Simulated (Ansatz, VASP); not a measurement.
# GaP: VASP beside Ansatz

File INCAR:

```
SYSTEM = GaP
  PREC = Accurate
  ENCUT = 520
  EDIFF = 1E-7
  ISMEAR = 0
  SIGMA = 0.05
  LREAL = .FALSE.
  LASPH = .TRUE.
  NELM = 80
  ALGO = Normal
  ISIF = 2
  LWAVE = .FALSE.
  LCHARG = .TRUE.
  GGA = PS
  LELF = .TRUE.
  LVHAR = .TRUE.
  NBANDS = 16
```

KPOINTS

```
Automatic mesh
0
G
  10 10 10
  0 0 0
```

The input POSCAR:

```
GaP
1.0
    0.0000000000      2.6230332145      2.8418561371
    2.8418561371      0.0000000000      2.8418561371
    2.8418561371      2.6230332145      0.0000000000
Ga P
1 1
Direct
    0.0000000000      0.0000000000      0.0000000000
    0.7500000000      0.7500000000      0.7500000000
```

Input for Ansatz:

```yaml
crystal:
  lattice:
    - [0.0, 2.6230332145, 2.8418561371]
    - [2.8418561371, 0.0, 2.8418561371]
    - [2.8418561371, 2.6230332145, 0.0]
  atoms:
    - { symbol: Ga, position: [0.0, 0.0, 0.0] }
    - { symbol: P, position: [0.75, 0.75, 0.75] }
basis:
  ecutwfc: 420
kpoints:
  mp_grid: { grid: [10, 10, 10] }
hamiltonian:
  xc: pbesol
  pseudopotentials: { kind: paw, azcp: { folder: soft_1 } }
scf:
  occupations: { method: gaussian, width: 0.05 }
output:
  forces: true
  stress: true
  eigenvalues: true
```

Alike in both runs: task single point; functional PBEsol; k mesh 10 × 10 × 10; occupations gaussian, width 0.05 eV; no spin polarisation.

|  | VASP | Ansatz |
| --- | --- | --- |
| version | VASP 6.6.1 | Ansatz 0.2.0 |
| potentials or method | VASP PAW PBE potentials, release 64 (Ga_d, P) | scalar-relativistic, plane waves, PAW |
| plane-wave cutoff (eV) | 520 | 420 |
| valence electrons in the cell | 18 | 18 |

Ansatz gave:

| Quantity | Value |
| --- | --- |
| gap on the k mesh at the Fermi level (eV) | 0.84 |
| least direct gap on the mesh (eV) | 1.08 |
| pressure (GPa) | -4.0 |
| largest component of the traceless stress (GPa) | 3.40 |

Question: Estimate VASP's values.

Answer: gap on the k mesh at the Fermi level (eV): 0.84; least direct gap on the mesh (eV): 1.08; pressure (GPa): -4.1; largest component of the traceless stress (GPa): 3.41.

Ansatz warned: «pseudo_functional_mismatch».

Caveats: the PAW data sets were made with another functional, which shifts forces and pressure a little (VASP). A k mesh can miss the band edges.
